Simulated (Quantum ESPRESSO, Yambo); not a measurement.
# BN (Qingsongite): G0W0 with Yambo, start to end, part 2 of 3

Aim: the G0W0 gap of BN (Qingsongite) on PBE, step by step.

Quantum ESPRESSO 7.5 and Yambo 5.3.0; PBE and many-body steps on it, plane waves. Known limits of the many-body steps: not at the basis limit.

So far. Step 2 (Ground state): The gap is indirect, with the least direct gap 4.34 eV higher. Step 3 (Bands along the symmetry lines): The gap is 4.535 eV, as in the run before at this level.

**4. Empty states on the mesh, 8×8×8 mesh, 53 bands**

Level of this step: DFT, PBE, plane waves, norm-conserving pseudopotentials (Quantum ESPRESSO).

The sums over transitions need many empty states on a uniform mesh; this step solves for them.

File pw.in:

```
&control
  calculation = 'nscf'
  prefix = 'x'
  outdir = 'o'
  pseudo_dir = 'pseudo'
/
&system
  ibrav = 0
  nat = 2
  ntyp = 2
  ecutwfc = 72.0
  nbnd = 53
  force_symmorphic = .true.
/
&electrons
  conv_thr = 1e-9
  electron_maxstep = 80
  diago_full_acc = .true.
  diago_thr_init = 5e-6
/
ATOMIC_SPECIES
  B 10.81 B.upf
  N 14.007 N.upf
CELL_PARAMETERS angstrom
  -0.0000000000 1.8075000000 1.8075000000
  1.8075000000 0.0000000000 1.8075000000
  1.8075000000 1.8075000000 -0.0000000000
ATOMIC_POSITIONS crystal
  B 0.0000000000 0.0000000000 0.0000000000
  N 0.2500000000 0.2500000000 0.2500000000
K_POINTS automatic
  8 8 8 0 0 0
```

Run with:

```
> OMP_NUM_THREADS=1 mpirun -n 4 pw.x -nk 4 -in pw.in > pw.out
```

The program printed:

```text
[banner, memory and clock lines left out]
Program PWSCF v.7.5 starts

     Atomic positions and unit cell read from directory:
     o/x.save/

     Message from routine setup:
     using ibrav=0 with symmetry is DISCOURAGED, use correct ibrav instead

     G-vector sticks info

     bravais-lattice index     =            0
     lattice parameter (alat)  =       4.8305  a.u.
     unit-cell volume          =      79.7006 (a.u.)^3
     number of atoms/cell      =            2
     number of atomic types    =            2
     number of electrons       =         8.00
     number of Kohn-Sham states=           53
     kinetic-energy cutoff     =      72.0000  Ry
     charge density cutoff     =     288.0000  Ry
     Exchange-correlation= PBE
                           (   1   4   3   4   0   0   0)

     celldm(1)=   4.830501  celldm(2)=   0.000000  celldm(3)=   0.000000
     celldm(4)=   0.000000  celldm(5)=   0.000000  celldm(6)=   0.000000

     crystal axes: (cart. coord. in units of alat)
               a(1) = (  -0.000000   0.707107   0.707107 )
               a(2) = (   0.707107   0.000000   0.707107 )
               a(3) = (   0.707107   0.707107  -0.000000 )

     reciprocal axes: (cart. coord. in units 2 pi/alat)
               b(1) = ( -0.707107  0.707107  0.707107 )
               b(2) = (  0.707107 -0.707107  0.707107 )
               b(3) = (  0.707107  0.707107 -0.707107 )
     Pseudo is Norm-conserving + core correction, Zval =  3.0
     Generated using ONCVPSP code by D. R. Hamann
     Using radial grid of 1534 points,  4 beta functions with:
     Pseudo is Norm-conserving + core correction, Zval =  5.0
     Generated using ONCVPSP code by D. R. Hamann
     Using radial grid of 1058 points,  4 beta functions with:
     B                 3.00    10.81000     B ( 1.00)
     N                 5.00    14.00700     N ( 1.00)

     24 Sym. Ops. (no inversion) found

   Cartesian axes

     site n.     atom                  positions (alat units)
         1        B      tau(   1) = (   0.0000000   0.0000000   0.0000000  )
         2        N      tau(   2) = (   0.3535534   0.3535534   0.3535534  )

     number of k points=    29
                       cart. coord. in units 2pi/alat
        k(    1) = (   0.0000000   0.0000000   0.0000000), wk =   0.0039062
        k(    2) = (   0.0883883   0.0883883  -0.0883883), wk =   0.0312500
        k(    3) = (   0.1767767   0.1767767  -0.1767767), wk =   0.0312500
[...]
[... 17 further rows ...]
        k(   28) = (  -0.7071068   0.1767767   0.0000000), wk =   0.0468750
        k(   29) = (  -0.7071068   0.3535534   0.0000000), wk =   0.0234375

     Dense  grid:     6615 G-vectors     FFT dimensions: (  27,  27,  27)

     The potential is recalculated from file :
     o/x.save/charge-density

     Starting wfcs are    8 randomized atomic wfcs +   45 random wfcs

     Band Structure Calculation

     End of band structure calculation

          k = 0.0000 0.0000 0.0000 (   869 PWs)   bands (ev):

    -9.0548  11.1555  11.1555  11.1555  20.0337  20.0337  20.0337  21.5215
    35.9011  39.2725  39.2725  39.6374  39.6374  39.6374  46.8155  58.1892
    58.1892  58.1892  79.7920  79.7920  79.7920  83.7138  83.7138  85.6955
[...]
121.6917 121.8077 129.3129 130.9017 130.9017

          k = 0.0884 0.0884-0.0884 (   833 PWs)   bands (ev):

[...]
128.3313 128.3313 129.5437 130.2812 133.7647

          k = 0.1768 0.1768-0.1768 (   821 PWs)   bands (ev):

[...]
103.4917 105.8887 105.8887 106.3797 109.4734 109.4734 110.3632 117.2239
   117.2239 117.9518 119.9669 126.2043 126.2043 128.3827 129.1674 129.1674
   136.1788 136.8899 136.8899 139.8150 140.4712

          k = 0.2652 0.2652-0.2652 (   820 PWs)   bands (ev):

     [... further k-points ...]

     highest occupied, lowest unoccupied level (ev):    11.1555   15.6904

     XML data file, pseudopotentials, collected wavefunctions
```

The job ended after 3.1 s (4 MPI ranks of Arm Neoverse V1, shared host; peak memory 0.18 GiB; 12 s of CPU time).

This step gave:

```
gap                                                           : 4.535 eV
k of the valence top                                          : 0, 0, 0
k of the conduction bottom                                    : 0, -0.5, -0.5
least direct gap                                              : 8.878 eV
k points computed                                             : 29
lowest point of the top converged band, above the valence top : 119.7461 eV
```

On this mesh the gap is 4.535 eV.

**5. Conversion and set-up**

This step: Yambo 5.3.0; conversion and set-up on PBE, plane waves, norm-conserving pseudopotentials.

The states are converted to the many-body program's format and the q mesh is built.

Run with:

```
> (cd o/x.save; p2y > p2y.log; mv SAVE ../..); yambo > setup.log
```

The program printed:

```text
 Yambo, version 5.3.0

 [02] CORE Variables Setup
 =========================

  [02.01] Unit cells
  ==================

  Cell kind             :  FCC
  Atoms in the cell     :  B  N
  number of B  atoms    :  1
  number of N  atoms    :  1

  List of atomic masses
  Mass of B     :  10.81000
  Mass of N     :  14.00700

  List of atomic coordinates    : [cc]
  B1       :  0.000000  0.000000  0.000000  order 1
  N1       :  1.707840  1.707840  1.707840  order 2

  Alat factors          :  3.415680  3.415680  3.415680 [a.u.]
  Direct lattice volume :  79.70059 [a.u.]
  Direct lattice vectors:  A[ 1 ]  A[ 2 ]  A[ 3 ]
   A[ 1 ]: -0.000000  1.000000  1.000000  [iru]
  -0.000000  3.415680  3.415680  [cc]
   A[ 2 ]:  1.000000  0.000000  1.000000  [iru]
   3.415680  0.000000  3.415680  [cc]
   A[ 3 ]:  1.000000  1.000000 -0.000000  [iru]
   3.415680  3.415680 -0.000000  [cc]

  Recip. lattice volume :  3.112276 [a.u.]
  Recip. lattice vectors:  B[ 1 ]  B[ 2 ]  B[ 3 ]
   B[ 1 ]: -0.500000  0.500000  0.500000  [iku]
  -0.919756  0.919756  0.919756  [cc]
   B[ 2 ]:  0.500000 -0.500000  0.500000  [iku]
   0.919756 -0.919756  0.919756  [cc]
   B[ 3 ]:  0.500000  0.500000 -0.500000  [iku]
   0.919756  0.919756 -0.919756  [cc]

  [02.02] Symmetries
  ==================

  Inversion symmetry    : yes
  Spatial inversion     : no
  Inversion index       :  25
  K-space Time-reversal : yes
  Magnetic symmetries   : no
  Time-reversal derived K-space symmetries:   25   48
  Group table correct   : yes
  Symmetries units      :  [cc]

   [S  1]:   1.0000     -0.11681E-16 -0.11681E-16 -0.11681E-16   1.0000      0.11681E-16  0.11681E-16  0.11681E-16   1.0000
   [S  2]:  -1.0000      0.11681E-16 -0.11681E-16  0.11681E-16  -1.0000      0.11681E-16 -0.11681E-16 -0.11681E-16   1.0000
   [S  3]:  -1.0000     -0.11681E-16  0.11681E-16  0.11681E-16   1.0000     -0.11681E-16 -0.11681E-16  0.11681E-16  -1.0000
[...]
[S  9]: -0.11681E-16   1.0000     -0.11681E-16  0.11681E-16 -0.11681E-16   1.0000       1.0000      0.11681E-16  0.11681E-16
   [S 10]: -0.11681E-16  -1.0000      0.11681E-16  0.11681E-16  0.11681E-16  -1.0000       1.0000     -0.11681E-16 -0.11681E-16
     [... 36 further rows ...]
   [S*47]:   1.0000     -0.11681E-16  0.11681E-16 -0.11681E-16  0.11681E-16  -1.0000      0.11681E-16   1.0000     -0.11681E-16
   [S*48]:   1.0000      0.11681E-16 -0.11681E-16 -0.11681E-16 -0.11681E-16   1.0000      0.11681E-16  -1.0000      0.11681E-16

  [02.03] Reciprocal space
  ========================

  nG shells         :  117
  nG charge         :   6615
  nG WFs            :  1182
  nC WFs            :   869
  G-vecs. in first 11 shells:  [ Number ]
     1    9   15   27   51   59   65   89  113
   137  169
  ...
  Shell energy in first 11 shells:  [ mHa ]
    0.00000      1268.93      1691.90      3383.81      4652.73      5075.71      6767.61      8036.54      8459.51
[...]
WF components:   825
  [... 14 further k-points ...]
  K [29]         [rlu]:  0.250000 -0.500000 -0.250000
         WF components:   792

  [02.05] Energies & Occupations
  ==============================

  [X] === General ===
  [X] Electronic Temperature                        :  0.000000  0.000000 [eV K]
  [X] Bosonic    Temperature                        :  0.000000  0.000000 [eV K]
  [X] Finite Temperature mode                       : no
  [X] El. density                                   :  0.67737E+24 [cm-3]
  [X] Fermi Level                                   :  11.15554 [eV]

  [X] === Gaps and Widths ===
  [X] Conduction Band Min                           :  4.534823 [eV]
  [X] Valence Band Max                              :  0.000000 [eV]
  [X] Filled Bands                                  :   4
  [X] Empty Bands                                   :    5   53
  [X] Direct Gap                                    :  8.878135 [eV]
  [X] Direct Gap localized at k                     :  1
  [X] Indirect Gap                                  :  4.534823 [eV]
  [X] Indirect Gap between kpts                     :   1  21
  [X] Last valence band width                       :  6.499738 [eV]
  [X] 1st conduction band width                     :  6.083197 [eV]

  E @ K [ 1]:  [eV]
   -20.2103    -0.336875E-8 -0.274598E-8   0.00000      8.87814      8.87814      8.87814      10.3660
  occ @ K [ 1]
   2.000000  2.000000  2.000000  2.000000  0.000000  0.000000  0.000000  0.000000
  E @ K [ 2]:  [eV]
  -19.83136  -1.86849  -0.37960  -0.37960   9.24125   9.44681   9.44681  11.54554
  occ @ K [ 2]
[...]
E @ K [ 3]:  [eV]
[...]
occ @ K [ 3]
[...]
E @ K [ 8]:  [eV]
[...]
occ @ K [ 8]
[...]
E @ K [ 9]:  [eV]
[...]
occ @ K [ 9]
[...]
E @ K [10]:  [eV]
[...]
occ @ K [10]
[...]
E @ K [11]:  [eV]
[...]
occ @ K [11]
[...]
E @ K [12]:  [eV]
[...]
occ @ K [12]
[...]
E @ K [13]:  [eV]
[...]
occ @ K [13]
[...]
E @ K [14]:  [eV]
[...]
occ @ K [14]
[...]
[... 14 further k-points ...]
  E @ K [29]:  [eV]
  -14.30918  -7.57786  -6.95836  -6.49974   9.64791  13.34739  14.60923  14.69132
  occ @ K [29]
   2.000000  2.000000  2.000000  2.000000  0.000000  0.000000  0.000000  0.000000

 [03] Transferred momenta grid and indexing
 ==========================================

 IBZ Q-points                                      :  29
 BZ  Q-points                                      :   512

 K/Q-points units:
 rlu = crystal or reduced units; cc = cartesian coordinates; iku = interal k-units

 Q [ 1]         [rlu]:  0.000000  0.000000  0.000000
 Q [ 2]         [rlu]: -0.19961E-16 -0.19961E-16  0.12500
 Q [ 3]         [rlu]:  0.53430E-17  0.53430E-17  0.25000
[...]
Q [ 8]         [rlu]: -0.22413E-16  0.12500      0.37500
 Q [ 9]         [rlu]: -0.67428E-16  0.12500      0.50000
 Q [10]         [rlu]:  0.44825E-16  0.12500     -0.37500
     [... 17 further rows ...]
 Q [28]         [rlu]:  0.125000 -0.500000 -0.375000
 Q [29]         [rlu]:  0.250000 -0.500000 -0.250000

  [03.01] X indexes
  =================

   [03.01.01] Sigma indexes
   ========================

 [06] Game Over & Game summary
```

Elapsed: 2 s, on 1 MPI rank; peak memory 0.23 GiB.

(Part 2 of 3 ends here.)

[Paths, hosts, dates, memory and timing lines, banners, echoed tables and standing remarks are left out of the program output.]

[Logs are printed without paths, hosts, clocks, repeated set-up lines and the standing remarks that a program may print on its own settings, such as how far it seeks lower states.]

[Runs of the session that timed out or met a known fault of the program may be left out.]

[Hosts, paths, dates, database ids (printed as entryN), source tags and the programs' standing remarks are cut or masked in the printed files.]
